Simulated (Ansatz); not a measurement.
This script makes an equation of state with a fit of PbS, space group Cmcm with the Ansatz DFT code, driven from Python.

The script, `eos_pbs.py`:
```python
'''Bulk modulus of PbS from an E(V) curve.'''

import ansatz as az
import numpy as np

vectors0 = np.array([
    [2.07995269, -5.99129686, 0.0],
    [2.07995269, 5.99129686, 0.0],
    [0.0, 0.0, 4.27932094],
])
sites = [
    ('Pb', [0.86943665, 0.13056335, 0.75]),
    ('Pb', [0.13056335, 0.86943665, 0.25]),
    ('S', [0.64520291, 0.35479709, 0.75]),
    ('S', [0.35479709, 0.64520291, 0.25]),
]


def make_crystal(cell):
    crystal = az.Crystal(lattice=az.Lattice.of(cell))
    for symbol, position in sites:
        crystal = crystal.atom(symbol, position)
    return crystal

# uniform scaling of the cell
volumes, energies, pressures = [], [], []
for scale in np.linspace(0.92, 1.08, 7):
    cell = vectors0 * scale ** (1 / 3)
    model = (
        make_crystal(cell).calculation()
        .functional('pbesol')
        .occupations('fixed')
        .basis(500)
        .kpoints(6, 6, 6)
        .stress()
    )
    r = model.run(threads=1, backend='cpu').report
    volumes.append(abs(np.linalg.det(cell)) / len(sites))
    energies.append(r['free_energy_ev'] / len(sites))
    pressures.append(np.trace(r['stress_gpa']) / 3)
    print(f'V = {volumes[-1]:8.4f} A^3/atom  F = {energies[-1]:.5f} eV/atom  P = {pressures[-1]:8.3f} GPa')

# third-order Birch-Murnaghan: a cubic in V^(-2/3)
x = np.array(volumes) ** (-2 / 3)
poly = np.polynomial.Polynomial.fit(x, energies, 3).convert()
roots = poly.deriv().roots()
x0 = min((r.real for r in roots if abs(r.imag) < 1e-9 and poly.deriv(2)(r.real) > 0), key=lambda r: abs(r - x.mean()))
v0 = x0 ** -1.5
b0 = 4 / 9 * poly.deriv(2)(x0) * v0 ** (-7 / 3) * 160.21766
b1 = 4 + 2 / 3 * x0 * poly.deriv(3)(x0) / poly.deriv(2)(x0)
print(f'V0 = {v0:.4f} A^3/atom, B0 = {b0:.1f} GPa, dB/dP = {b1:.2f}')
```

From its runs, with one value withheld:

| V (Å³/atom) | F less the lowest row shown (meV/atom) |
| --- | --- |
| 24.531 | 9.54 |
| 25.242 | 0.00 |
| 25.953 | ? |
| 26.664 | 3.60 |
| 27.375 | 14.71 |
| 28.086 | 30.88 |
| 28.797 | 51.43 |

What is the missing energy at 25.953 Å³ an atom?

A third-order Birch-Murnaghan fit, E = E0 + (9 V0 B0 / 16) [(t - 1)³ B' + (t - 1)² (6 - 4t)] with t = (V0/V)^(2/3), through the 6 rows shown gives V0 = 25.751 Å³, B0 = 58.0 GPa, B' = 4.40 and E0 = -1.90 meV. At V = 25.953 Å³, t = 0.99482, and the fit interpolates to -1.61 meV. The run gave -1.62 meV, a miss of 0.00 meV.

What to keep in mind:
- Shape and fractional positions are held along the curve, so the bulk modulus is an upper value where they are free to relax.
- For a gap this small the mesh is coarse, and bands can meet between its points.
- Pressure is positive in compression.
- Spin-orbit coupling, which matters for elements this heavy, is left out.
- The structure comes from a database of computed cells and needn't be a stable or known phase.
- Hardware and time: 56 s on 1 thread of Arm Neoverse V1, on a shared host, peak memory 0.53 GiB.
